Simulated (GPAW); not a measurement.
Entries from a set of simulations; values are calculated unless marked as measured.

```
! title: SnTe (honeycomb monolayer): one start, several treatments of the self-energy
! method: DFT, PBE, plane waves, PAW (and 3 further levels or steps)
! program: GPAW 26.7.0
! settings of one run: cutoff 450 eV, GPAW PAW setups 1.2.1 data release, 6×6×1 k-mesh, nbands 289
! notes: The structure was relaxed with PBE. Limits: no spin-orbit coupling. Bands and cutoff are finite, so the gap is not at the basis limit. The miss can reach some tenths of an eV and take either sign; the mesh is an error of its own. The program warns of a poor linear fit in the extrapolation of some level, so the extrapolated values are rough.
! one-shot HSE06: 2.448 eV
! G0W0, extrapolated in the cutoff: 3.057 eV
! one-shot PBE0: 3.124 eV
! known limits: not at the basis limit; no spin-orbit coupling
CELL_PARAMETERS angstrom
4.17504 0.00000 0.00000
-2.08752 3.61569 0.00000
0.00000 0.00000 11.40000
ATOMIC_POSITIONS crystal
Sn 0.33333 0.66667 0.42610
Te 0.66667 0.33333 0.57399
```

[Paths, hosts, dates, memory and timing lines, banners, echoed tables and standing remarks are left out of the program output.]

[Logs are printed without paths, hosts, clocks, repeated set-up lines and the standing remarks that a program may print on its own settings, such as how far it seeks lower states.]

[Runs of the session that timed out or met a known fault of the program may be left out.]

[Hosts, paths, dates, database ids (printed as entryN), source tags and the programs' standing remarks are cut or masked in the printed files.]
